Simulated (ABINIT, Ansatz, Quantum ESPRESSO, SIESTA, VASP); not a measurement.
# TiAl3: 6 runs at one level of theory

```xyz
4
Lattice="-1.9111 1.9111 4.2807 1.9111 -1.9111 4.2807 1.9111 1.9111 -4.2807" Properties=species:S:1:pos:R:3 pbc="T T T"
Ti    0.0000    0.0000    0.0000
Al    1.9111    0.0000    2.1403
Al    0.0000    1.9111    2.1403
Al    0.0000    0.0000    4.2807
```

The cell comes from a database or a generator and needn't be the stable form of this composition.

Alike in all runs: task single point; functional PBE; k mesh 10 × 10 × 10; occupations fermi-dirac, width 0.05 eV; no spin polarisation; no spin-orbit coupling. Pressure is positive in compression and, in plane waves, holds the error of the finite cutoff, which Ansatz's Pulay term estimates and takes out.

| program and potentials | plane-wave cutoff (eV) | notes | band gap (eV) | pressure (GPa) |
| --- | --- | --- | --- | --- |
| SIESTA, files PseudoDojo sr-pbe-0.4.1-standard, DZP (energy shift 0.003 Ry; two zetas on semicore shells) | - | atomic basis | no gap | 2.50 |
| Quantum ESPRESSO, SSSP 1.3 efficiency PBE | 748 | - | no gap | 2.09 |
| VASP, PBE PAW files Al, Ti_sv, 520 eV | 520 | - | no gap | 2.07 |
| Ansatz, all-electron LAPW, scalar-relativistic | - | - | ? | ? |
| ABINIT, JTH PAW PBE v2.0 | 408 | - | no gap | 2.09 |
| Ansatz, Ansatz PAW (earlier soft set) | 420 | Pulay term of +0.04 GPa included | no gap | 2.08 |

Estimate from the other rows what the run with Ansatz, all-electron LAPW, scalar-relativistic gave.

No band gap; pressure 2.05 GPa. The other rows, which needn't bracket it: pressure 2.07 to 2.50.
